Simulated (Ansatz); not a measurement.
MnO:

```
CELL_PARAMETERS angstrom
0.00000 2.43651 2.43651
2.43651 0.00000 2.43651
2.43651 2.43651 0.00000
ATOMIC_POSITIONS crystal
Mn 0.00000 0.00000 0.00000
O 0.25000 0.25000 0.25000
```

Measurements of this composition are mostly on another form, of space group No. 225.

Base run:

* Program: Ansatz 0.2.0
* Functional: PBE
* Potentials or basis: Ansatz PAW
* Cutoff: 420 eV (not typed: the program's choice for these potentials)
* k mesh: 7 × 7 × 7
* Occupations: gaussian, width 0.05 eV
* Spin: collinear spin, ferromagnetic start
* Starting moments: [4.0, 0.0] μB
* Hubbard terms: Mn d U = 2 eV

Its results: band gap on the k mesh none (metal or under the smearing width); pressure -2.6 GPa; net moment 5.00 μB per cell; site moments Mn +4.09; O +0.15 μB.

Problem. The run is repeated on the same cell with these changes: hubbard terms from Mn d U = 2 eV to Mn d U = 7 eV. What comes out?

Solution. Band gap on the k mesh none (metal or under the smearing width); pressure 2.1 GPa; net moment 5.00 μB per cell; site moments Mn +4.19; O +0.05 μB.

Caveats: the magnetic or orbital state may not be the lowest; a cell with one magnetic atom can't hold antiferromagnetic order, which such compounds often take.
